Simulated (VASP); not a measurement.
# InP (F-43m) in VASP: a series of runs, part 2 of 2

VASP 6.6.1. Earlier steps stand in the parts before.

## Step 5: Single point, HSE06

File POSCAR:

```
InP
1.0
    0.0000000000      2.9305000000      2.9305000000
    2.9305000000      0.0000000000      2.9305000000
    2.9305000000      2.9305000000      0.0000000000
In P
1 1
Direct
    0.0000000000      0.0000000000      0.0000000000
    0.7500000000      0.7500000000      0.7500000000
```

File INCAR.step1:

```
SYSTEM = InP
  ALGO = Normal
  EDIFF = 1E-5
  ENCUT = 350
  GGA = PE
  ISIF = 2
  ISMEAR = 0
  LASPH = .True.
  LCHARG = .False.
  LREAL = .False.
  LWAVE = .True.
  NBANDS = 17
  NELM = 100
  NKRED = 1
  PREC = Accurate
  SIGMA = 0.01
```

File INCAR.step2:

```
SYSTEM = InP
  ALGO = Normal
  EDIFF = 1E-6
  ENCUT = 350
  GGA = PE
  HFSCREEN = 0.2
  ISIF = 2
  ISMEAR = 0
  ISTART = 1
  LASPH = .True.
  LCHARG = .False.
  LHFCALC = .True.
  LREAL = .False.
  LWAVE = .False.
  NBANDS = 17
  NELM = 100
  NKRED = 1
  PREC = Accurate
  PRECFOCK = Fast
  SIGMA = 0.01
```

File KPOINTS:

```
k-points
0
Gamma
  4 4 4
  0 0 0
```

Potentials or basis: VASP PAW PBE potentials, release 64 (In_d, P).

Command:

```sh
> cat potpaw_PBE.64/In_d/POTCAR potpaw_PBE.64/P/POTCAR > POTCAR
> cp INCAR.step1 INCAR
> mpirun -np 1 vasp_std > vasp.out
> cp INCAR.step2 INCAR
> mpirun -np 1 vasp_std > vasp.out
```

OUTCAR:

```text
SYSTEM = InP
   EDIFF = 1E-6
   ENCUT = 350
   GGA = PE
   HFSCREEN = 0.2
   ISIF = 2
   ISMEAR = 0
   ISTART = 1
   LASPH = .True.
   LHFCALC = .True.
   LREAL = .False.
   NELM = 100
   NKRED = 1
   PREC = Accurate
   PRECFOCK = Fast

 Found      8 irreducible k-points:

 Following reciprocal coordinates:
            Coordinates               Weight
  0.000000  0.000000  0.000000      1.000000
[... 206 lines left out ...]
     17      18.1534      0.00000

 [... further k-points ...]

------------------------ aborting loop because EDIFF is reached ----------------------------------------

  FORCE on cell =-STRESS in cart. coord.  units (eV):
  Direction    XX          YY          ZZ          XY          YZ          ZX
  --------------------------------------------------------------------------------------
  -------------------------------------------------------------------------------------
  Total        0.4041596      0.4041596      0.4041596      0.0000000      0.0000000      0.0000000
  in kB       12.8649574     12.8649574     12.8649574      0.0000000      0.0000000      0.0000000
  external PRESSURE =      12.8649574 kB  Pullay stress =       0.0000000 kB

 VOLUME and BASIS-vectors are now :
 -----------------------------------------------------------------------------
  energy-cutoff  :      350.00
  volume of cell :       50.33
      direct lattice vectors                 reciprocal lattice vectors
     0.000000000  2.930500000  2.930500000    -0.170619348  0.170619348  0.170619348
     2.930500000  0.000000000  2.930500000     0.170619348 -0.170619348  0.170619348
     2.930500000  2.930500000  0.000000000     0.170619348  0.170619348 -0.170619348

 POSITION                                       TOTAL-FORCE (eV/Angst)
 -----------------------------------------------------------------------------------
      0.00000      0.00000      0.00000        -0.000000      0.000000     -0.000000
      4.39575      4.39575      4.39575         0.000000     -0.000000      0.000000
 -----------------------------------------------------------------------------------
    total drift:                               -0.000088     -0.000090     -0.000050

  FREE ENERGIE OF THE ION-ELECTRON SYSTEM (eV)
  ---------------------------------------------------
  free  energy   TOTEN  =        -9.9224543848 eV

  energy  without entropy=       -9.9224543848  energy(sigma->0) =       -9.92245438
```

OUTCAR.step1:

```text
SYSTEM = InP
   EDIFF = 1E-5
   ENCUT = 350
   GGA = PE
   ISIF = 2
   ISMEAR = 0
[... 234 lines left out ...]
      0.00000      0.00000      0.00000         0.000000      0.000000      0.000000
      4.39575      4.39575      4.39575        -0.000000     -0.000000     -0.000000
 -----------------------------------------------------------------------------------
    total drift:                               -0.000000     -0.000000     -0.000000

  FREE ENERGIE OF THE ION-ELECTRON SYSTEM (eV)
  ---------------------------------------------------
  free  energy   TOTEN  =        -8.2699763555 eV

  energy  without entropy=       -8.2699763555  energy(sigma->0) =       -8.26997636
```

OSZICAR.step1:

```text
N       E                     dE             d eps       ncg     rms          rms(c)
DAV:   1     0.101711823179E+03    0.10171E+03   -0.64194E+03   272   0.885E+02
DAV:   2    -0.188684839429E+01   -0.10360E+03   -0.99198E+02   288   0.241E+02
DAV:   3    -0.854814756133E+01   -0.66613E+01   -0.66296E+01   363   0.683E+01
DAV:   4    -0.871477665606E+01   -0.16663E+00   -0.16655E+00   348   0.107E+01
DAV:   5    -0.872504409612E+01   -0.10267E-01   -0.10267E-01   421   0.222E+00    0.572E+00
DAV:   6    -0.830177685951E+01    0.42327E+00   -0.62298E-01   430   0.123E+01    0.344E+00
DAV:   7    -0.826776546428E+01    0.34011E-01   -0.15441E-01   403   0.302E+00    0.128E+00
DAV:   8    -0.826892423925E+01   -0.11588E-02   -0.16702E-02   326   0.138E+00    0.322E-01
DAV:   9    -0.826969536122E+01   -0.77112E-03   -0.12707E-03   298   0.323E-01    0.148E-01
DAV:  10    -0.826989134974E+01   -0.19599E-03   -0.24816E-04   341   0.223E-01    0.867E-02
DAV:  11    -0.826997744072E+01   -0.86091E-04   -0.13890E-04   294   0.107E-01    0.403E-02
DAV:  12    -0.826997635548E+01    0.10852E-05   -0.66088E-06   242   0.194E-02
   1 F= -.82699764E+01 E0= -.82699764E+01  d E =-.163216E-75
```

Run time: 96 s. Hardware: 1 thread of Intel Xeon Platinum 8488C (Sapphire Rapids), shared host; peak memory 0.25 GiB.

These settings aren't checked as converged: the numbers below hold their error.

What came out:

```
Free energy            : -9.9225 eV
Pressure               : 1.3 GPa
Band gap on the k mesh : 1.55 eV, direct
```

Caveat: the k mesh is coarse (spacing up to 0.46 Å⁻¹), so the values aren't converged, least of all with exact exchange; the PAW data sets were made with another functional, which shifts forces and pressure a little; spin-orbit coupling is left out, which moves the levels of the heavy elements.

## Step 6: Single point, HSE06

POSCAR is that of step 5.

Edit INCAR.step1 of step 5 so:

```diff
@@ -3,3 +3,3 @@
   EDIFF = 1E-5
-  ENCUT = 350
+  ENCUT = 400
   GGA = PE
```

Edit INCAR.step2 of step 5 so:

```diff
@@ -3,3 +3,3 @@
   EDIFF = 1E-6
-  ENCUT = 350
+  ENCUT = 400
   GGA = PE
```

KPOINTS is that of step 5.

Potentials or basis: VASP PAW PBE potentials, release 64 (In_d, P).

Command:

```sh
> cat potpaw_PBE.64/In_d/POTCAR potpaw_PBE.64/P/POTCAR > POTCAR
> cp INCAR.step1 INCAR
> mpirun -np 1 vasp_std > vasp.out
> cp INCAR.step2 INCAR
> mpirun -np 1 vasp_std > vasp.out
```

Run time: 2 min. Hardware: 1 thread of Intel Xeon Platinum 8488C (Sapphire Rapids), shared host; peak memory 0.25 GiB.

These settings aren't checked as converged: the numbers below hold their error.

Results:

```
Free energy            : -9.9249 eV
Pressure               : 1.5 GPa
Band gap on the k mesh : 1.55 eV, direct
```

Caveat: the k mesh is coarse (spacing up to 0.46 Å⁻¹), so the values aren't converged, least of all with exact exchange; the PAW data sets were made with another functional, which shifts forces and pressure a little; spin-orbit coupling is left out, which moves the levels of the heavy elements.
